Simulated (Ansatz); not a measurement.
# Relaxing Co

Computed with DFT PBE, scalar-relativistic, plane waves, PAW (Ansatz). (420 eV cutoff, 21×21×10 k-mesh, Gaussian smearing of 0.10 eV, collinear spin)

What was changed in Ca: Ca → Co on all its sites, cell and atoms relaxed.

Input:

```yaml
crystal:
  lattice:
    - [1.2432680722, -2.1534811725, 0.0]
    - [1.2432680722, 2.1534811725, 0.0]
    - [0.0, 0.0, 4.0443430493]
  atoms:
    - { symbol: Co, position: [0.8333509359, 0.1666490641, 0.25], spin: 1.81 }
    - { symbol: Co, position: [0.1666490641, 0.8333509359, 0.75], spin: 1.81 }
basis:
  ecutwfc: 420
kpoints:
  mp_grid: { grid: [21, 21, 10] }
hamiltonian:
  xc: pbe
scf:
  occupations: { method: gaussian, width: 0.1 }
output:
  forces: true
  stress: true
  eigenvalues: true
  populations: true
magnetization:
  spin_polarized: true
relax:
  adjacent_minimum: "off"
  f_tol: 0.01
  max_steps: 60
  cell: { stress_tol: 0.1 }
```

F is the free energy. Steps run on the plane waves of an earlier cell, but the last one, and at times one on the way, on a freshly chosen basis, so a repeated geometry can differ a little in energy.

Steps:

| step | F − F(1) (eV) | largest force component (eV/Å) | V (Å³/atom) | P (GPa) |
| --- | --- | --- | --- | --- |
| 1 | 0.0000 | 0.000 | 10.828 | 0.60 |
| 2 | -0.0003 | 0.000 | 10.844 | 0.28 |
| 3 | -0.0005 | 0.000 | 10.858 | 0.02 |
| 4 | -0.0005 | 0.000 | 10.858 | 0.03 |

Relaxed structure:

```xyz
2
Lattice="1.2468 -2.1595 0.0000 1.2468 2.1595 0.0000 0.0000 0.0000 4.0327" Properties=species:S:1:pos:R:3 pbc="T T T"
Co    1.2468   -1.4397    1.0082
Co    1.2468    1.4397    3.0245
```

Symmetry: P6_3/mmc, No. 194, hexagonal system. Conventional cell: a = 2.494 Å, b = 2.494 Å, c = 4.033 Å, α = 90.00°, β = 90.00°, γ = 120.00°. Around Co (site symmetry -6m2) lie 12 Co at 2.48 to 2.49 Å.

The run converged. The run took of the order of 3 core-minutes.